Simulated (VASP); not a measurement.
# PbS (Fm-3m) in VASP: notebook

Runs on PbS. Level: PBEsol. Tasks: relaxation of cell and atoms, electrostatic potential.

Program: VASP 6.6.1. These are calculated values, not measurements. Logs are shortened: lines on timing, memory, paths and dates and some standing lists are left out, and cuts for length are marked.

### 1 The crystal as given

The structure is cubic, space group Fm-3m (No. 225). The conventional cell has a = 5.920 Å, b = 5.920 Å, c = 5.920 Å, α = 90.00°, β = 90.00°, γ = 90.00°. Pb (site symmetry m-3m) is surrounded by 6 S at 2.96 Å. S (site symmetry m-3m) has 6 Pb at 2.96 Å as nearest neighbours.

The cell was built by a generator and needn't be a form met in nature.

### 2 Relaxation of cell and atoms, PBEsol

Contents of INCAR:

```
ALGO = Normal
EDIFF = 1E-6
EDIFFG = -0.005
ENCUT = 600
GGA = PS
IBRION = 2
ISIF = 3
ISMEAR = 0
LASPH = True
LCHARG = False
LREAL = False
LWAVE = False
NELM = 120
NSW = 60
PREC = Accurate
SIGMA = 0.02
```

Contents of KPOINTS:

```
k-points
0
Gamma
  10 10 10
```

Contents of POSCAR:

```
PbS
1.0
    0.0000000000      2.9600000000      2.9600000000
    2.9600000000      0.0000000000      2.9600000000
    2.9600000000      2.9600000000      0.0000000000
Pb S
1 1
Direct
    0.0000000000      0.0000000000      0.0000000000
    0.5000000000      0.5000000000      0.5000000000
```

Potentials or basis: VASP PAW PBE potentials, release 64 (Pb_d, S).

Command:

```console
$ cat potpaw_PBE.64/Pb_d/POTCAR potpaw_PBE.64/S/POTCAR > POTCAR
$ mpirun -np 1 vasp_std > vasp.out
```

OUTCAR:

```text
EDIFF = 1E-6
   EDIFFG = -0.005
   ENCUT = 600
   GGA = PS
   IBRION = 2
   ISIF = 3
   ISMEAR = 0
   LASPH = True
   LREAL = False
   NELM = 120
   NSW = 60
   PREC = Accurate

 ion  position               nearest neighbor table
   1  0.000  0.000  0.000-   2 2.96   2 2.96   2 2.96   2 2.96   2 2.96   2 2.96
   2  0.500  0.500  0.500-   1 2.96   1 2.96   1 2.96   1 2.96   1 2.96   1 2.96

  LATTYP: Found a face centered cubic cell.
 ALAT       =     5.9200000000

  Lattice vectors:

 A1 = (   0.0000000000,   2.9600000000,   2.9600000000)
 A2 = (   2.9600000000,   0.0000000000,   2.9600000000)
 A3 = (   2.9600000000,   2.9600000000,   0.0000000000)

Analysis of symmetry for initial positions (statically):
=====================================================================
 Subroutine PRICEL returns:
 Original cell was already a primitive cell.

 Routine SETGRP: Setting up the symmetry group for a
 face centered cubic supercell.

 Subroutine GETGRP returns: Found 48 space group operations
 (whereof 48 operations were pure point group operations)
 out of a pool of 48 trial point group operations.

The static configuration has the point symmetry O_h .

Analysis of symmetry for dynamics (positions and initial velocities):
=====================================================================
 Subroutine PRICEL returns:
 Original cell was already a primitive cell.

 Routine SETGRP: Setting up the symmetry group for a
 face centered cubic supercell.

 Subroutine GETGRP returns: Found 48 space group operations
 (whereof 48 operations were pure point group operations)
 out of a pool of 48 trial point group operations.

The dynamic configuration has the point symmetry O_h .

 Subroutine INISYM returns: Found 48 space group operations
 (whereof 48 operations are pure point group operations),
 and found     1 'primitive' translations

----------------------------------------------------------------------------------------

                                     Primitive cell

  volume of cell :      51.8687

  direct lattice vectors                    reciprocal lattice vectors
     0.000000000  2.960000000  2.960000000    -0.168918919  0.168918919  0.168918919
     2.960000000  0.000000000  2.960000000     0.168918919 -0.168918919  0.168918919
     2.960000000  2.960000000  0.000000000     0.168918919  0.168918919 -0.168918919

  length of vectors
     4.186072145  4.186072145  4.186072145     0.292576150  0.292576150  0.292576150

  position of ions in fractional coordinates (direct lattice)
     0.000000000  0.000000000  0.000000000
     0.500000000  0.500000000  0.500000000

  ion indices of the primitive-cell ions
   primitive index   ion index
                 1           1
                 2           2

----------------------------------------------------------------------------------------

 KPOINTS: k-points

Automatic generation of k-mesh.
 Grid dimensions read from file:
 generate k-points for:   10   10   10

 Generating k-lattice:

  Cartesian coordinates                     Fractional coordinates (reciprocal lattice)
    -0.016891892  0.016891892  0.016891892     0.100000000  0.000000000  0.000000000
     0.016891892 -0.016891892  0.016891892     0.000000000  0.100000000  0.000000000
     0.016891892  0.016891892 -0.016891892     0.000000000  0.000000000  0.100000000

  Length of vectors
     0.029257615  0.029257615  0.029257615

  Shift w.r.t. Gamma in fractional coordinates (k-lattice)
     0.000000000  0.000000000  0.000000000

 Subroutine IBZKPT returns following result:
 ===========================================

 Found     47 irreducible k-points:

 Following reciprocal coordinates:
            Coordinates               Weight
  0.000000  0.000000  0.000000      1.000000
  0.100000  0.000000  0.000000      8.000000
  0.200000  0.000000  0.000000      8.000000
  0.300000  0.000000  0.000000      8.000000
  0.400000  0.000000  0.000000      8.000000
  0.500000  0.000000  0.000000      4.000000
[... 16 lines left out ...]
  0.300000  0.300000  0.000000      6.000000
  0.400000  0.300000  0.000000     24.000000
 [... further k-points ...]
   k-points           NKPTS =     47   k-points in BZ     NKDIM =     47   number of bands    NBANDS=     14
   number of dos      NEDOS =    301   number of ions     NIONS =      2
   total plane-waves  NPLWV =  46656
   dimension x,y,z NGX =    36 NGY =   36 NGZ =   36
   dimension x,y,z NGXF=    72 NGYF=   72 NGZF=   72
   ions per type =               1   1
   NGX,Y,Z   is equivalent  to a cutoff of  14.30, 14.30, 14.30 a.u.
   NGXF,Y,Z  is equivalent  to a cutoff of  28.59, 28.59, 28.59 a.u.
 SYSTEM =  unknown system
   PREC   = accura    normal or accurate (medium, high low for compatibility)
   ISTART =      0    job   : 0-new  1-cont  2-samecut
   ICHARG =      2    charge: 1-file 2-atom 10-const
   ISPIN  =      1    spin polarized calculation?
   LNONCOLLINEAR =      F non collinear calculations
   LSORBIT =      F    spin-orbit coupling
   LASPH  =      T    aspherical Exc in radial PAW
   ENCUT  =  600.0 eV  44.10 Ry    6.64 a.u.   8.36  8.36  8.36*2*pi/ulx,y,z
   NELM   =    120;   NELMIN=  2; NELMDL= -5     # of ELM steps
   EDIFF  = 0.1E-05   stopping-criterion for ELM
   LREAL  =      F    real-space projection
   EDIFFG = -.5E-02   stopping-criterion for IOM
   NSW    =     60    number of steps for IOM
   IBRION =      2    ionic relax: 0-MD 1-quasi-New 2-CG
   NFREE  =      1    steps in history (QN), initial steepest desc. (CG)
   ISIF   =      3    stress and relaxation
   ISYM   =      2    0-nonsym 1-usesym 2-fastsym
   POTIM  = 0.5000    time-step for ionic-motion
   TEBEG  =    0.0;   TEEND  =   0.0 temperature during run
   PSTRESS=    0.0 pullay stress
   NELECT =      20.0000    total number of electrons
   NUPDOWN=      -1.0000    fix difference up-down
   EMIN   =  10.00;   EMAX   =-10.00  energy-range for DOS
   EFERMI =   0.00;   METHOD = LEGACY
   ISMEAR =     0;   SIGMA  =   0.02  broadening in eV -4-tet -1-fermi 0-gaus
   EFERMI_NEDOS =   21; number of points for ismear=-14 and -15
   IALGO  =     38    algorithm
   IMIX   =      4    mixing-type and parameters
     AMIX     =   0.40;   BMIX     =  1.00
     AMIX_MAG =   1.60;   BMIX_MAG =  1.00
  volume/ion in A,a.u.               =      25.93       175.01
  Fermi-wavevector in a.u.,A,eV,Ry     =   1.191561  2.251725 19.317807  1.419819
  Thomas-Fermi vector in A             =   2.327620
   LORBIT       =      0    0 simple, 1 ext, 2 COOP (PROOUT), +10 PAW based schemes
   GGA     = PS    functional components
   LHFCALC =     F    Hartree Fock is set to
   AEXX    =    0.0000 exact exchange contribution
   IVDW    =     0    specifies the selected vdW correction
   LEPSILON=     F    determine dielectric tensor
   LRPA    =     F    only Hartree local field effects (RPA)
 conjugate gradient relaxation of ions
 non-spin polarized calculation
 Gauss-broadening in eV      SIGMA  =   0.02
  energy-cutoff  :      600.00
  volume of cell :       51.87
 maximum number of plane-waves:      1759
 NGX is ok and might be reduce to    36
   NGX = 17   NGY = 17   NGZ = 17

--------------------------------------- Ionic step        1  -------------------------------------------

 number of electron      20.0000002 magnetization

 Free energy of the ion-electron system (eV)
  ---------------------------------------------------
  ext. energy  EPLUGINS =         0.00000000
  ---------------------------------------------------
  free energy    TOTEN  =        -9.45657480 eV

  energy without entropy =       -9.45657480  energy(sigma->0) =       -9.45657480

------------------------ aborting loop because EDIFF is reached ----------------------------------------

  FORCE on cell =-STRESS in cart. coord.  units (eV):
  Direction    XX          YY          ZZ          XY          YZ          ZX
  --------------------------------------------------------------------------------------
  -------------------------------------------------------------------------------------
  Total       -0.1642349     -0.1642349     -0.1642349      0.0000000      0.0000000      0.0000000
  in kB       -5.0730715     -5.0730715     -5.0730715      0.0000000      0.0000000      0.0000000
  external PRESSURE =      -5.0730715 kB  Pullay stress =       0.0000000 kB
[... 57 lines left out ...]
  energy  without entropy=       -9.4571143037  energy(sigma->0) =       -9.45711430

--------------------------------------- Ionic step        3  -------------------------------------------

 number of electron      20.0000002 magnetization

 Free energy of the ion-electron system (eV)
  ---------------------------------------------------
  ext. energy  EPLUGINS =         0.00000000
  ---------------------------------------------------
  free energy    TOTEN  =        -9.45723952 eV

  energy without entropy =       -9.45723952  energy(sigma->0) =       -9.45723952

 E-fermi :   6.0034     XC(G=0):  -9.9529

 val. band max:        5.8912509562   @ k =   0.5000   0.0000   0.0000
 cond. band min:       6.0923185453   @ k =   0.5000   0.0000   0.0000
 fundamental gap:      0.2010675891
 Fermi energy:         6.0033535838

 k-point     1 :       0.0000    0.0000    0.0000
  band No.  band energies     occupation
      1     -10.8928      2.00000
      2     -10.8928      2.00000
      3     -10.8928      2.00000
      4     -10.8800      2.00000
      5     -10.8800      2.00000
      6      -7.8572      2.00000
      7      -0.1575      2.00000
      8       3.6342      2.00000
      9       3.6342      2.00000
     10       3.6342      2.00000
     11      11.0757      0.00000
     12      11.0757      0.00000
     13      11.0757      0.00000
     14      12.4831      0.00000
[... 375 lines left out ...]
 k-point    24 :       0.4000    0.3000    0.0000
  band No.  band energies     occupation
      1     -10.9969      2.00000
      2     -10.9113      2.00000
      3     -10.8642      2.00000
      4     -10.8434      2.00000
      5     -10.8388      2.00000
      6      -6.5418      2.00000
      7      -1.7935      2.00000
      8       2.1531      2.00000
      9       2.6527      2.00000
     10       2.8529      2.00000
     11       9.5696      0.00000
     12       9.9601      0.00000
     13      10.7979      0.00000
     14      11.2463      0.00000

 [... further k-points ...]

------------------------ aborting loop because EDIFF is reached ----------------------------------------

  FORCE on cell =-STRESS in cart. coord.  units (eV):
  Direction    XX          YY          ZZ          XY          YZ          ZX
  --------------------------------------------------------------------------------------
  -------------------------------------------------------------------------------------
  Total        0.0010421      0.0010421      0.0010421     -0.0000000     -0.0000000      0.0000000
  in kB        0.0324556      0.0324556      0.0324556     -0.0000000     -0.0000000      0.0000000
  external PRESSURE =       0.0324556 kB  Pullay stress =       0.0000000 kB
[... 17 lines left out ...]
  FREE ENERGIE OF THE ION-ELECTRON SYSTEM (eV)
  ---------------------------------------------------
  free  energy   TOTEN  =        -9.4572395164 eV

  energy  without entropy=       -9.4572395164  energy(sigma->0) =       -9.45723952

 reached required accuracy - stopping structural energy minimisation
```

Run time: 42 s. Hardware: 1 thread of Intel Xeon Platinum 8488C (Sapphire Rapids), shared host; peak memory 0.22 GiB.

Results:

- Free energy: -9.4572 eV
- Relaxed volume: 25.72 Å³/atom
- Relaxed cell: a = 4.175 Å, b = 4.175 Å, c = 4.175 Å, α = 60.00°, β = 60.00°, γ = 60.00°
- Space group after relaxing (to 0.05 Å): Fm-3m (No. 225)
- Energy gained by relaxing: 0.3 meV/atom
- Ionic steps: 3
- Pressure after relaxing: 0.0 GPa
- Band gap on the k mesh: 0.20 eV, direct

Step by step:
```tsv
step	energy change (eV)	largest force (eV/Å)	pressure (GPa)	volume (Å³)
1	0.0000	0.0000	-0.51	51.87
2	-0.0005	0.0000	0.23	51.25
3	-0.0007	0.0000	0.00	51.44
```

Final structure:
```yaml
crystal:
  lattice:
    - [0.00000, 2.95188, 2.95188]
    - [2.95188, 0.00000, 2.95188]
    - [2.95188, 2.95188, 0.00000]
  atoms:
    - { symbol: Pb, position: [0.00000, 0.00000, 0.00000] }
    - { symbol: S, position: [0.50000, 0.50000, 0.50000] }
```

Levels at points of the mesh, in eV from the valence-band top:
```
           k point  band 6  band 7  band 8  band 9  band 10  band 11  band 12  band 13  band 14
(0.00, 0.00, 0.00)  -13.75   -6.05   -2.26   -2.26    -2.26     5.18     5.18     5.18     6.59
(0.50, 0.00, 0.00)  -12.44   -9.00   -1.85   -1.85     0.00     0.20     1.85     1.85     8.49
(0.50, 0.50, 0.00)  -11.98   -7.28   -5.39   -3.57    -3.57     3.64     5.56     5.68     5.68
```

Caveat: the PAW data sets were made with another functional, which shifts forces and pressure a little; spin-orbit coupling is left out, which as a rule narrows the gap of such compounds by several tenths of an eV. A k mesh can miss the band edges.

### 3 Electrostatic potential, PBEsol

This run uses another cell than the first one, of 25.72 Å³/atom, 0.992 times its volume.

Contents of INCAR:

```
SYSTEM = PbS
  PREC = Accurate
  ENCUT = 520
  EDIFF = 1E-6
  ISMEAR = 0
  SIGMA = 0.02
  LREAL = .False.
  LASPH = .True.
  NELM = 100
  ALGO = Normal
  ISIF = 2
  LWAVE = .False.
  LCHARG = .True.
  GGA = PS
  LVHAR = .True.
```

Contents of KPOINTS:

```
Automatic mesh
0
Gamma
  10 10 10
  0 0 0
```

Contents of POSCAR:

```
PbS                                     
1.0
    0.0000000000      2.9518845311      2.9518845311
    2.9518845311      0.0000000000      2.9518845311
    2.9518845311      2.9518845311      0.0000000000
  Pb              S             
     1     1
Direct
     0.0000000000000000    0.0000000000000000    0.0000000000000000
     0.5000000000000000    0.5000000000000000    0.5000000000000000
```

Potentials or basis: VASP PAW PBE potentials, release 64 (Pb_d, S).

Command:

```console
$ cat potpaw_PBE.64/Pb_d/POTCAR potpaw_PBE.64/S/POTCAR > POTCAR
$ mpirun -np 1 vasp_std > vasp.out
```

Run time: 13 s. Hardware: 1 thread of Intel Xeon Platinum 8488C (Sapphire Rapids), shared host; peak memory 0.19 GiB.

It converged, with:

- Free energy: -9.4568 eV
- Pressure: -0.1 GPa
- Band gap on the k mesh: 0.20 eV, direct

Levels at points of the mesh, in eV from the valence-band top:
| k point | band 8 | band 9 | band 10 | band 11 | band 12 | band 13 |
| --- | --- | --- | --- | --- | --- | --- |
| (0.00, 0.00, 0.00) | -2.26 | -2.26 | -2.26 | 5.18 | 5.18 | 5.18 |
| (0.50, 0.00, 0.00) | -1.85 | -1.85 | 0.00 | 0.20 | 1.85 | 1.85 |
| (0.50, 0.50, 0.00) | -5.39 | -3.57 | -3.57 | 3.64 | 5.56 | 5.68 |

Caveat: the PAW data sets were made with another functional, which shifts forces and pressure a little; spin-orbit coupling is left out, which as a rule narrows the gap of such compounds by several tenths of an eV. A k mesh can miss the band edges.
